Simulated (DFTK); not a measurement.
Crystal: Pb.

```
CELL_PARAMETERS angstrom
0.00000 2.47502 2.47502
2.47502 0.00000 2.47502
2.47502 2.47502 0.00000
ATOMIC_POSITIONS crystal
Pb 0.00000 0.00000 0.00000
```

Base run:

* Program: DFTK 0.8.2
* Functional: PBE
* Potentials or basis: dojo.nc.sr.pbe.v0_4_1.standard.upf (PBE)
* Cutoff: 925 eV
* k mesh: 9 × 9 × 9
* Occupations: fermi-dirac, width 0.05 eV
* Spin: no spin polarisation

Its results: band gap on the k mesh none (metal or under the smearing width); pressure 2.3 GPa.

Question: The run is repeated on the same cell with these changes: functional from PBE to LDA; potentials or basis from dojo.nc.sr.pbe.v0_4_1.standard.upf (PBE) to cp2k.nc.sr.lda.v0_1.largecore.gth (LDA, GTH); cutoff from 925 eV to 544 eV; valence electrons from 14 to 4. What comes out?

Answer: Band gap on the k mesh none (metal or under the smearing width); pressure -3.2 GPa.

Caveats: GTH potentials come without recommended cutoffs, and this one wasn't checked for convergence (some runs).

Not every run made on this cell is shown here.
